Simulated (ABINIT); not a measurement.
# Ag (Fm-3m) in ABINIT: a series of runs

The runs below take Ag through relaxation of cell and atoms, single point, with PBE.

All numbers are computed with ABINIT 10.8.3 (patched build); they aren't measurements. Logs are shortened: lines on timing, memory, paths and dates and some standing lists are left out, and cuts for length are marked. The log counts tension as positive stress, the text compression.

**1. Starting point**

Symmetry: Fm-3m, No. 225, cubic system. Conventional cell: a = 4.085 Å, b = 4.085 Å, c = 4.085 Å, α = 90.00°, β = 90.00°, γ = 90.00°. Around Ag (site symmetry m-3m) lie 12 Ag at 2.89 Å.

**2. Relaxation of cell and atoms, PBE, spin-orbit coupling, no magnetisation**

The input, run.abi:

```
pp_dirpath "./"
pseudos "Ag.GGA_PBE-JTH.xml"

acell 5.4592009917 5.4592009917 5.4592009917
rprim
     0.0000000000     0.7071067812     0.7071067812
     0.7071067812     0.0000000000     0.7071067812
     0.7071067812     0.7071067812     0.0000000000
ntypat 1
znucl 47
natom 1
typat 1
chkprim 0
chksymtnons 0
tolsym 1.0e-6
xred
            0.0            0.0            0.0

ecut 462.593566 eV
pawecutdg 34.0
ecutsm 0.5

kptopt 4
ngkpt 8 8 8
nshiftk 1
shiftk 0.0 0.0 0.0

ixc 11

nband 20
occopt 3
tsmear 0.05 eV

nspinor 2
nspden 1
pawspnorb 1

nstep 80
tolvrs 1.0e-10

iomode 3
prteig 0
prtebands 0
prtwf 0
prtden 0

ionmov 2
optcell 2
ntime 50
tolmxf 2.0e-5
dilatmx 1.08
```

Potentials or basis: JTH PAW PBE v2.0.

The run is started by

```
$ mpirun --bind-to none -np 4 abinit run.abi > log 2>&1
```

run.abo:

```text
.Version 10.8.3 of ABINIT
 Symmetries : space group F4 3 2 (#209); Bravais cF (face-center cubic)
================================================================================
 Values of the parameters that define the memory need of the present run
     intxc =       0    ionmov =       2      iscf =      17    lmnmax =      18
     lnmax =       6     mgfft =      24  mpssoang =       3    mqgrid =    3001
     natom =       1  nloc_mem =       2    nspden =       1   nspinor =       2
    nsppol =       1      nsym =      24    n1xccc =       1    ntypat =       1
    occopt =       3   xclevel =       2
       mpw =         531          nfft =       13824          nkpt =          32
 PAW method is used; the additional fine FFT grid is defined by:
   mgfftf=        32    nfftf =     32768
================================================================================
================================================================================

--------------------------------------------------------------------------------
------------- Echo of variables that govern the present computation ------------
--------------------------------------------------------------------------------
 -outvars: echo values of preprocessed input variables --------
            acell      5.4592009917E+00  5.4592009917E+00  5.4592009917E+00 Bohr
              amu      1.07868200E+02
          chkprim           0
      chksymtnons           0
          dilatmx      1.08000000E+00
             ecut      1.70000000E+01 Hartree
           ecutsm      5.00000000E-01 Hartree
           ionmov           2
              ixc          11
           kptopt           4
         kptrlatt        8    0    0      0    8    0      0    0    8
          kptrlen      4.36736079E+01
            natom           1
            nband          20
            ngfft          24      24      24
          ngfftdg          32      32      32
             nkpt          32
          nspinor           2
            nstep          80
             nsym          24
            ntime          50
           ntypat           1
           occopt           3
          optcell           2
        pawcpxocc           2
        pawecutdg      3.40000000E+01 Hartree
        pawspnorb           1
         pawxcdev           0
           prtden           0
        prtebands           0
           prteig           0
            prtwf           0
            rprim      0.0000000000E+00  7.0710678120E-01  7.0710678120E-01
                       7.0710678120E-01  0.0000000000E+00  7.0710678120E-01
                       7.0710678120E-01  7.0710678120E-01  0.0000000000E+00
          spgroup         209
           tolmxf      2.00000000E-05
           tolsym      1.00000000E-06
           tolvrs      1.00000000E-10
           tsmear      1.83746611E-03 Hartree
            typat      1
           useylm           1
            znucl       47.00000

================================================================================

 chkinp: Checking input parameters for consistency.

================================================================================
== DATASET  1 ==================================================================

--- !DatasetInfo
iteration_state: {dtset: 1, }
dimensions: {natom: 1, nkpt: 32, mband: 20, nsppol: 1, nspinor: 2, nspden: 1, mpw: 531, }
cutoff_energies: {ecut:  17.0, pawecutdg:  34.0, }
electrons: {nelect:   1.10000000E+01, charge:   0.00000000E+00, occopt:   3.00000000E+00, tsmear:   1.83746611E-03, }
meta: {optdriver: 0, ionmov: 2, optcell: 2, iscf: 17, paral_kgb: 0, }
...

 Exchange-correlation functional for the present dataset will be:
  GGA: Perdew-Burke-Ernzerhof functional - ixc=11
  J.P.Perdew, K.Burke, M.Ernzerhof, PRL 77, 3865 (1996)

 Real(R)+Recip(G) space primitive vectors, cartesian coordinates (Bohr,Bohr^-1):
 R(1)=  0.0000000  3.8602380  3.8602380  G(1)= -0.1295257  0.1295257  0.1295257
 R(2)=  3.8602380  0.0000000  3.8602380  G(2)=  0.1295257 -0.1295257  0.1295257
 R(3)=  3.8602380  3.8602380  0.0000000  G(3)=  0.1295257  0.1295257 -0.1295257
 Unit cell volume ucvol=  1.1504619E+02 bohr^3
 Angles (23,13,12)=  6.00000000E+01  6.00000000E+01  6.00000000E+01 degrees

 Coarse grid specifications (used for wave-functions):

 getcut: wavevector=  0.0000  0.0000  0.0000  ngfft=  24  24  24
         ecut(hartree)=     19.829   => boxcut(ratio)=   2.19315

 Fine grid specifications (used for densities):

 getcut: wavevector=  0.0000  0.0000  0.0000  ngfft=  32  32  32
         ecut(hartree)=     39.658   => boxcut(ratio)=   2.06772

--- Pseudopotential description ------------------------------------------------
- pspini: atom type   1  psp file is ./Ag.GGA_PBE-JTH.xml
 Pseudopotential format is: paw10
 basis_size (lnmax)=  6 (lmn_size= 18), orbitals=   0   0   1   1   2   2
 Spheres core radius: rc_sph= 2.51516130
 Shapefunction is BESSEL type: shapef(r,l)=aa(1,l)*jl(q(1,l)*r)+aa(2,l)*jl(q(2,l)*r)
 Radius for shape functions =  2.20290272
 Compensation charge density is not taken into account in XC energy/potential

   4.44827459E+02                                ecore*ucvol(ha*bohr**3)
--------------------------------------------------------------------------------

================================================================================

=== [ionmov= 2] Broyden-Fletcher-Goldfarb-Shanno method (forces)
================================================================================

--- Iteration: ( 1/50) Internal Cycle: (1/1)
--------------------------------------------------------------------------------

---SELF-CONSISTENT-FIELD CONVERGENCE--------------------------------------------

--- !BeginCycle
iteration_state: {dtset: 1, itime: 1, icycle: 1, }
solver: {iscf: 17, nstep: 80, nline: 4, wfoptalg: 10, }
tolerances: {tolvrs: 1.00E-10, }
...
[... 419 lines left out ...]
  0.00000000000000E+00  3.92723628031576E+00  3.92723628031576E+00
  3.92723628031576E+00  0.00000000000000E+00  3.92723628031576E+00
  3.92723628031576E+00  3.92723628031576E+00  0.00000000000000E+00
 Unitary Cell Volume (ucvol) [Bohr^3]=  1.21140981820368E+02
 Angles (23,13,12)= [degrees]
  6.00000000000000E+01  6.00000000000000E+01  6.00000000000000E+01
 Lengths [Bohr]
  5.55395081026622E+00  5.55395081026622E+00  5.55395081026622E+00
 Stress tensor in cartesian coordinates (strten) [Ha/bohr^3]
 -9.47203235290850E-09  0.00000000000000E+00  0.00000000000000E+00
  0.00000000000000E+00 -9.47203233903071E-09  0.00000000000000E+00
  0.00000000000000E+00  0.00000000000000E+00 -9.47203234250016E-09
 Total energy (etotal) [Ha]= -3.82206950870610E+01

 Difference of energy with previous step (new-old):
           Absolute (Ha)=-2.37721E-08
           Relative     =-6.21969E-10

 At Broyd/MD step   5, gradients are converged :
  max grad (force/stress) = 9.4720E-07 < tolmxf= 2.0000E-05 ha/bohr (free atoms)

================================================================================

 ----iterations are completed or convergence reached----

 Mean square residual over all n,k,spin=   99.599E-11; max=  51.008E-08
 reduced coordinates (array xred) for    1 atoms
       0.000000000000      0.000000000000      0.000000000000
 rms dE/dt=  0.0000E+00; max dE/dt=  0.0000E+00; dE/dt below (all hartree)
    1       0.000000000000      0.000000000000      0.000000000000

 cartesian coordinates (angstrom) at end:
    1      0.00000000000000     0.00000000000000     0.00000000000000

 cartesian forces (hartree/bohr) at end:
    1     -0.00000000000000    -0.00000000000000    -0.00000000000000
 frms,max,avg= 0.0000000E+00 0.0000000E+00   0.000E+00  0.000E+00  0.000E+00 h/b

 cartesian forces (eV/Angstrom) at end:
    1     -0.00000000000000    -0.00000000000000    -0.00000000000000
 frms,max,avg= 0.0000000E+00 0.0000000E+00   0.000E+00  0.000E+00  0.000E+00 e/A
 length scales=  5.553950810266  5.553950810266  5.553950810266 bohr
              =  2.939024197275  2.939024197275  2.939024197275 angstroms
 Fermi (or HOMO) energy (hartree) =   0.11739   Average Vxc (hartree)=  -0.44118
 Eigenvalues (hartree) for nkpt=  32  k points:
 kpt#   1, nband= 20, wtk=  0.00195, kpt=  0.0000  0.0000  0.0000 (reduced coord)
  -0.14756   -0.14756   -0.05196   -0.05196   -0.05196   -0.05196   -0.03739   -0.03739
  -0.00816   -0.00816   -0.00816   -0.00816    0.73131    0.73131    0.83235    0.83235
   0.85069    0.85069    0.85069    0.85069
      occupation numbers for kpt#   1
   1.00000    1.00000    1.00000    1.00000    1.00000    1.00000    1.00000    1.00000
   1.00000    1.00000    1.00000    1.00000    0.00000    0.00000    0.00000    0.00000
   0.00000    0.00000    0.00000    0.00000
 prteigrs : prtvol=0 or 1, do not print more k-points.

--- !EnergyTerms
iteration_state     : {dtset: 1, itime: 5, icycle: 1, }
comment             : Components of total free energy in Hartree
kinetic             :  1.00895828027725E+01
hartree             :  6.35479106078264E+00
xc                  : -1.22491196282393E+01
Ewald energy        : -3.53154401320595E+01
psp_core            :  3.67198162065738E+00
local_psp           : -1.61847503031142E+01
PAW spherical_terms :  5.41241166743188E+00
internal            : -3.82205429117686E+01
'-kT*entropy'       : -1.51461776804995E-04
total_energy        : -3.82206943735454E+01
total_energy_eV     : -1.04003807718814E+03
...

--- !EnergyTermsDC
iteration_state     : {dtset: 1, itime: 5, icycle: 1, }
comment             : '"Double-counting" decomposition of free energy'
band_energy         : -3.18989166537575E-01
Ewald energy        : -3.53154401320595E+01
psp_core            :  3.67198162065738E+00
xc_dc               : -1.47392752861177E+01
PAW spherical_terms :  8.48117933877323E+00
internal            : -3.82205436252842E+01
'-kT*entropy'       : -1.51461776804995E-04
total_energy_dc     : -3.82206950870610E+01
total_energy_dc_eV  : -1.04003809660388E+03
...

--- !EnergyTermsWithPAWCore
iteration_state     : {dtset: 1, itime: 5, icycle: 1, }
comment             : 'Components of total free energy, including PAW core contributions'
Total energy        : -5.31613404743380E+03
Total energy DC     : -5.31613404814732E+03
Total energy (eV)   : -1.44659376900132E+05
Total energy DC (eV): -1.44659376919547E+05
...

 Cartesian components of stress tensor (hartree/bohr^3)
  sigma(1 1)= -9.47203235E-09  sigma(3 2)=  0.00000000E+00
  sigma(2 2)= -9.47203234E-09  sigma(3 1)=  0.00000000E+00
  sigma(3 3)= -9.47203234E-09  sigma(2 1)=  0.00000000E+00

-Cartesian components of stress tensor (GPa)         [Pressure=  2.7868E-04 GPa]
- sigma(1 1)= -2.78676813E-04  sigma(3 2)=  0.00000000E+00
- sigma(2 2)= -2.78676813E-04  sigma(3 1)=  0.00000000E+00
- sigma(3 3)= -2.78676813E-04  sigma(2 1)=  0.00000000E+00

== END DATASET(S) ==============================================================
================================================================================

 -outvars: echo values of variables after computation  --------
            acell      5.5539508103E+00  5.5539508103E+00  5.5539508103E+00 Bohr
           etotal     -3.8220695087E+01
            fcart     -0.0000000000E+00 -0.0000000000E+00 -0.0000000000E+00
            rprim      0.0000000000E+00  7.0710678119E-01  7.0710678119E-01
                       7.0710678119E-01  0.0000000000E+00  7.0710678119E-01
                       7.0710678119E-01  7.0710678119E-01  0.0000000000E+00
           strten     -9.4720323529E-09 -9.4720323390E-09 -9.4720323425E-09
                       0.0000000000E+00  0.0000000000E+00  0.0000000000E+00
 Calculation completed.
```

Run time: 23 s. Hardware: 4 MPI ranks of Arm Neoverse V1, shared host; peak memory 0.36 GiB.

Results:

```yaml
Free_energy: -1040.0381 eV
Relaxed_volume: 17.95 Å³/atom
Relaxed_cell: a = 2.939 Å, b = 2.939 Å, c = 2.939 Å, α = 60.00°, β = 60.00°, γ = 60.00°
Space_group_after_relaxing_to_0.05_Å: Fm-3m (No. 225)
Energy_gained_by_relaxing: 14.1 meV/atom
Ionic_steps: 5
Pressure_after_relaxing: 0.0 GPa
Band_gap_on_the_k_mesh: none (metal or under the smearing width)
```

Step by step:
```tsv
step	energy change (eV)	largest force (eV/Å)	pressure (GPa)	volume (Å³)
1	0.0000	0.0000	5.35	17.05
2	-0.0077	0.0000	3.48	17.33
3	-0.0140	0.0000	0.33	17.88
4	-0.0141	0.0000	0.03	17.94
5	-0.0141	0.0000	0.00	17.95
```

Final structure:
```yaml
crystal:
  lattice:
    - [0.00000, 2.07820, 2.07820]
    - [2.07820, 0.00000, 2.07820]
    - [2.07820, 2.07820, 0.00000]
  atoms:
    - { symbol: Ag, position: [0.00000, 0.00000, 0.00000] }
```

**3. Single point, PBE, spin-orbit coupling, no magnetisation (cell relaxed)**

The input, run.abi:

```
# Pseudopotentials
pp_dirpath "./"
pseudos "Ag.GGA_PBE-JTH.xml"

# Structure
acell 3*1.0
rprim
     0.0000000000     3.9272362777     3.9272362777
     3.9272362777     0.0000000000     3.9272362777
     3.9272362777     3.9272362777     0.0000000000
ntypat 1
znucl 47
natom 1
typat 1
xcart
     0.0000000000     0.0000000000     0.0000000000 Angstrom
chkprim 0
chksymtnons 0
tolsym 1.0e-6

# Plane-wave basis
ecut 17.0
pawecutdg 34.0

# k points
kptopt 4
ngkpt 8 8 8
nshiftk 1
shiftk 0.0 0.0 0.0

# Exchange and correlation
ixc 11

# Bands and occupations
nband 20
occopt 3
tsmear 0.00183747

# Spin
nspinor 2
nspden 1
pawspnorb 1

# SCF cycle
nstep 100
tolvrs 1.0e-9

# Output
iomode 3
prtwf 0
prtden 0
prteig 0
prtebands 0
enunit 1
```

Potentials or basis: JTH PAW PBE v2.0.

The run is started by

```
$ mpirun --bind-to none -np 4 abinit run.abi > log 2>&1
```

Run time: 5.5 s. Hardware: 4 MPI ranks of Arm Neoverse V1, shared host; peak memory 0.32 GiB.

The run converged. Its results:

```yaml
Free_energy: -1040.0384 eV
Pressure: -0.1 GPa
Band_gap_on_the_k_mesh: none (metal or under the smearing width)
Valence_electrons_inside_the_program's_atomic_spheres: Ag 9.76 (radii [1.331] Å)
```

Levels at points of the mesh, in eV from the Fermi level:
```csv
k point,band 9,band 10,band 11,band 12,band 13,band 14,band 15,band 16
"(0.00, 0.00, 0.00)",-3.42,-3.42,-3.42,-3.42,16.71,16.71,19.46,19.46
"(0.50, 0.00, 0.00)",-2.63,-2.63,-0.07,-0.07,3.52,3.52,15.80,15.80
"(0.50, 0.50, 0.00)",-2.36,-2.36,1.85,1.85,6.54,6.54,10.49,10.49
```
